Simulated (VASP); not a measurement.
Runs of VASP 6.6.1 on MgS. The structure is cubic, space group Fm-3m (No. 225). Conventional cell: a = 5.223 Å, b = 5.223 Å, c = 5.223 Å, α = 90.00°, β = 90.00°, γ = 90.00°. Mg (site symmetry m-3m) is surrounded by 6 S at 2.61 Å. S (site symmetry m-3m) has 6 Mg at 2.61 Å as nearest neighbours. The cell was built by a generator and needn't be a form met in nature.

```csv
task,level,potentials or basis,spin,cell,k mesh,cutoff (eV),smearing,grid for exact exchange (PRECFOCK),screening parameter,exchange at q = 0,GW scheme,cutoff of the response function,gap on the mesh (eV),pressure (GPa),moment (μB)
band structure,HSE06,"VASP PAW PBE potentials, release 64 (Mg, S)",off,"Fm-3m, 17.81 Å³/atom",8 × 8 × 8,520,gaussian 0.02 eV,Fast,0.2 1/A,-,-,-,3.74,-1.6,-
band structure,PBE0,"VASP PAW PBE potentials, release 64 (Mg, S)",off,"Fm-3m, 17.81 Å³/atom",6 × 6 × 6,520,gaussian 0.02 eV,Fast,-,truncated,-,-,(a),-1.6,-
band structure,PBE,"VASP PAW PBE potentials, release 64 (Mg, S)",off,"Fm-3m, 17.81 Å³/atom",10 × 10 × 10,520,gaussian 0.02 eV,-,-,-,-,-,2.75,0.0,-
electrostatic potential,PBE,"VASP PAW PBE potentials, release 64 (Mg, S)",off,"Fm-3m, 17.81 Å³/atom",10 × 10 × 10,520,gaussian 0.02 eV,-,-,-,-,-,2.75,0.0,-
electrostatic potential,HSE06,"VASP PAW PBE potentials, release 64 (Mg, S)",off,"Fm-3m, 17.81 Å³/atom",8 × 8 × 8,520,gaussian 0.02 eV,Fast,0.2 1/A,-,-,-,3.74,-1.6,-
electrostatic potential,PBE,"VASP PAW PBE potentials, release 64 (Mg, S)","non-collinear, zero start, SOC","Fm-3m, 17.81 Å³/atom",10 × 10 × 10,520,gaussian 0.02 eV,-,-,-,-,-,-,0.0,0.00
band structure,r2SCAN,"VASP PAW PBE potentials, release 64 (Mg, S)",off,"Fm-3m, 17.81 Å³/atom",10 × 10 × 10,520,gaussian 0.02 eV,-,-,-,-,-,3.41,-1.4,-
electrostatic potential,PBE0,"VASP PAW PBE potentials, release 64 (Mg, S)",off,"Fm-3m, 17.81 Å³/atom",6 × 6 × 6,520,gaussian 0.02 eV,Fast,-,default,-,-,4.46,-1.6,-
band structure,PBE,"VASP PAW PBE potentials, release 64 (Mg, S)","non-collinear, zero start, SOC","Fm-3m, 17.81 Å³/atom",10 × 10 × 10,520,gaussian 0.02 eV,-,-,-,-,-,-,0.0,0.00
electrostatic potential,r2SCAN,"VASP PAW PBE potentials, release 64 (Mg, S)",off,"Fm-3m, 17.81 Å³/atom",10 × 10 × 10,520,gaussian 0.02 eV,-,-,-,-,-,3.41,-1.4,-
relaxation of cell and atoms,PBE,"VASP PAW PBE potentials, release 64 (Mg, S)",off,relaxed,10 × 10 × 10,600,gaussian 0.02 eV,-,-,-,-,-,2.75,0.0,-
```

Question: Fill in the values left out.

Answer: (a) 4.45.

Caveats: the PAW data sets were made with another functional, which shifts forces and pressure a little (some runs).

A k mesh can miss the band edges.
